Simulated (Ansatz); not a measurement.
Input and command of a plane-wave DFT calculation in Ansatz:

```yaml
crystal:
  lattice:
    - [-1.66395, 1.7159484375, 1.7159484375]
    - [1.66395, -1.6119515625, 1.6119515625]
    - [1.66395, 1.6119515625, -1.6119515625]
  atoms:
    - { symbol: Nb, position: [0.0, 0.0, 0.0] }
basis:
  ecutwfc: 420
kpoints:
  mp_grid: { grid: [20, 20, 20] }
hamiltonian:
  xc: pbe
scf:
  occupations: { method: gaussian, width: 0.15 }
output:
  forces: true
  stress: true
  eigenvalues: true
```

```bash
ansatz run input.yaml --threads 1 --pin off --max-ram 2560MiB --backend cpu --events-out ev --progress --plain --runs-dir out
```

Processor: Arm Neoverse V1, 1 thread, on a host shared with other jobs.

Q: How long does it run, and how much memory does it take?

A: About 13 s on 1 thread of Arm Neoverse V1 (shared host), peak memory 0.5 GiB. It solves 11 bands at 1166 k points (the mesh reduced by symmetry) with about 363 plane waves, in 6 SCF iterations.
